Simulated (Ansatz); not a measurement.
## BeTe (F-43m)

Level of theory: DFT PBE, scalar-relativistic, plane waves, PAW in Ansatz 0.2.0.

Cutoff 420 eV; k points 8×8×8 on the computed 2-atom cell (Γ-centred); Gaussian smearing, width 0.02 eV; no spin polarisation.

The structure is relaxed at this level of theory with its symmetry kept.

```
CELL_PARAMETERS angstrom
0.00000 2.83187 2.83187
2.83187 0.00000 2.83187
2.83187 2.83187 0.00000
ATOMIC_POSITIONS crystal
Be 0.00000 0.00000 0.00000
Te 0.25000 0.25000 0.25000
```

| Quantity | Value |
| --- | --- |
| Space group | F-43m (No. 216) |
| Volume per atom | 22.71 Å³ |
| Formation energy from the elements' standard states (uncorrected) | -0.361 eV/atom |
| Kohn–Sham band gap | 2.03 eV, indirect from Γ to X |
| Löwdin character of the top 1 eV of the valence band | Te 5p 89 %, unprojected 10 % |
| Electron masses at the edge by Cartesian direction of the standard setting (m_e; degenerate bands sorted by energy; no spin-orbit coupling) | x: 1.9; y: 0.26; z: 0.26 |
| Hole masses at the edge by Cartesian direction of the standard setting (m_e; degenerate bands sorted by energy; no spin-orbit coupling) | x: 0.35, 0.35, 0.20; y: 0.35, 0.35, 0.20; z: 0.35, 0.35, 0.20 |
| Bulk modulus | 56 GPa |
| Its pressure derivative | 4.0 |
| Electronic dielectric constant xx, yy, zz of the standard setting (independent particles) | 8.0, 8.0, 8.0 |
| Bader charges (e) | Be (1 in the cell) 1.47, Te (1 in the cell) -1.47 |

Spin-orbit coupling is left out, which matters for the bands of heavy elements.